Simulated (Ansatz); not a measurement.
MoS₂: the gap under strain, fitted and tested

Plane-wave DFT in Ansatz, PBE+D3(BJ), scalar-relativistic PAW potentials, cutoff 420 eV, no spin-orbit coupling; no spin polarisation. MoS₂ in space group P-6m2, a structure that wasn't matched to a measured phase. Strain along c alone; the other axes held, atoms relaxed (conventional cell); Kohn–Sham gaps sought over the whole zone.

```tsv
strain (%)	space group	gap (eV)
-3.0	P-6m2	?
-2.0	P-6m2	1.081
-1.0	P-6m2	1.143
+0.0	P-6m2	1.202
+1.0	P-6m2	1.256
+2.0	P-6m2	1.307
+3.0	P-6m2	1.355
```

Fit the given gaps and predict the missing one.

Next to zero the slopes are +59 meV per % on the compressed side and +54 on the stretched side. No break shows at zero, so all given rows go into a parabola: E_g = 1.201 +0.0566 ε -0.00182 ε² eV (ε in %; scatter 1 meV). At -3.0 % this gives 1.015 eV; the run gave 1.014 eV, 1 meV away. The fit holds.

Cost: about 2 core-minutes for the runs cited, on Intel Xeon Platinum 8259CL (Skylake/Cascade Lake) (shared hosts).

This form isn't the usual stable structure of the compound.